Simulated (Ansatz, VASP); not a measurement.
## B: VASP beside Ansatz

INCAR

```
SYSTEM = B
ALGO = Normal
EDIFF = 1E-7
ENCUT = 520
GGA = PE
ISIF = 2
ISMEAR = -1
LASPH = .TRUE.
LCHARG = .FALSE.
LREAL = .FALSE.
LWAVE = .FALSE.
NBANDS = 10
NELM = 80
PREC = Accurate
SIGMA = 0.05
```

File KPOINTS:

```
k-points
0
G
  16 9 7
  0 0 0
```

File POSCAR:

```
B
1.0
    1.5913964088      0.0000000000      0.0000000000
    0.0000000000      2.8076407255      0.0000000000
    0.0000000000      0.0000000000      3.8344918640
B
2
Direct
    0.0000000000      0.5000000000      0.6092600000
    0.5000000000      0.0000000000      0.3907400000
```

Contents of input.yaml:

```yaml
crystal:
  lattice:
    - [1.5913964088, 0.0, 0.0]
    - [0.0, 2.8076407255, 0.0]
    - [0.0, 0.0, 3.834491864]
  atoms:
    - { symbol: B, position: [0.0, 0.5, 0.60926] }
    - { symbol: B, position: [0.5, 0.0, 0.39074] }
hamiltonian:
  xc: pbe
  pseudopotentials: { kind: paw }
kpoints:
  mp_grid: { grid: [16, 9, 7] }
scf:
  occupations: { method: fermi_dirac, width: 0.05 }
output:
  forces: true
  stress: true
  eigenvalues: true
```

Change from the starting cell: volume scaled by 0.94.

Alike in both runs: task single point; functional PBE; k mesh 16 × 9 × 7; occupations fermi-dirac, width 0.05 eV; no spin polarisation.

|  | VASP | Ansatz |
| --- | --- | --- |
| version | VASP 6.6.1 | Ansatz 0.2.0 |
| potentials or method | VASP PAW PBE potentials, release 64 (B) | Ansatz PAW |
| plane-wave cutoff (eV) | 520 | 420 |
| valence electrons in the cell | 6 | 6 |

|  | VASP | Ansatz | Ansatz less VASP |
| --- | --- | --- | --- |
| gap on the k mesh at the Fermi level (eV) | none | none | - |
| pressure (GPa) | 12.3 | 12.3 | +0.01 |
| largest component of the traceless stress (GPa) | 10.43 | 10.38 | -0.057 |
| rms of the force components (eV/Å) | 0.151 | 0.152 | +0.0013 |

Atom by atom the forces differ by 0.001 eV/Å (rms over components). A gap of «none» marks a metal or a gap that the smearing closes. The functional is the same, so the differences come from potentials, cutoffs and numerics.

Caveats: this functional lacks dispersion, which binds the layers, so the pressure and a relaxed spacing across them are unreliable; the pressure holds a Pulay correction of +0.3 GPa for the finite cutoff (Ansatz).
